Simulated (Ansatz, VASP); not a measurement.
## MgI2: VASP beside Ansatz

INCAR

```
SYSTEM = MgI2
PREC = Accurate ; ENCUT = 520
EDIFF = 1E-7 ; ISMEAR = 0
SIGMA = 0.05 ; LREAL = .FALSE.
LASPH = .TRUE. ; NELM = 80
ALGO = Fast ; ISIF = 2
LWAVE = .FALSE. ; LCHARG = .FALSE.
NBANDS = 15
```

KPOINTS

```
regular mesh
0
G
  6 6 4
  0 0 0
```

POSCAR

```
MgI2
1.0
    4.1134023628      0.0000000000      0.0000000000
   -2.0567011814      3.5623109422      0.0000000000
    0.0000000000      0.0000000000      6.7474938499
Mg I
1 2
Direct
    0.0000000000      0.0000000000      0.0000000000
    0.3333333333      0.6666666667      0.7448732377
    0.6666666667      0.3333333333      0.2551267623
```

Input for Ansatz:

```yaml
crystal:
  lattice:
    - [4.1134023628, 0.0, 0.0]
    - [-2.0567011814, 3.5623109422, 0.0]
    - [0.0, 0.0, 6.7474938499]
  atoms:
    - { symbol: Mg, position: [0.0, 0.0, 0.0] }
    - { symbol: I, position: [0.3333333333, 0.6666666667, 0.7448732377] }
    - { symbol: I, position: [0.6666666667, 0.3333333333, 0.2551267623] }
basis:
  ecutwfc: 520.0
kpoints:
  mp_grid: { grid: [6, 6, 4] }
hamiltonian:
  xc: lda
scf:
  occupations: { method: gaussian, width: 0.05 }
output:
  forces: true
  stress: true
  eigenvalues: true
```

Alike in both runs: task single point; functional LDA; k mesh 6 × 6 × 4; occupations gaussian, width 0.05 eV; no spin polarisation.

```csv
,VASP,Ansatz
version,VASP 6.6.1,Ansatz 0.2.0
potentials or method,"VASP PAW LDA potentials, release 64 (Mg, I)","scalar-relativistic, plane waves, PAW"
plane-wave cutoff (eV),520,520
valence electrons in the cell,16,44
```

Ansatz gave:

```
gap on the k mesh at the Fermi level (eV)       : 3.30
least direct gap on the mesh (eV)               : 3.38
pressure (GPa)                                  : -1.6
largest component of the traceless stress (GPa) : 0.43
rms of the force components (eV/Å)              : 0.181
```

Estimate VASP's values.

gap on the k mesh at the Fermi level (eV): 3.28; least direct gap on the mesh (eV): 3.39; pressure (GPa): -1.7; largest component of the traceless stress (GPa): 0.41; rms of the force components (eV/Å): 0.187.

Atom by atom the forces differ by 0.006 eV/Å (rms over components). The two sets of potentials don't hold the same shells in valence.

Caveats: spin-orbit coupling is left out, which moves the levels of the heavy elements. A k mesh can miss the band edges.
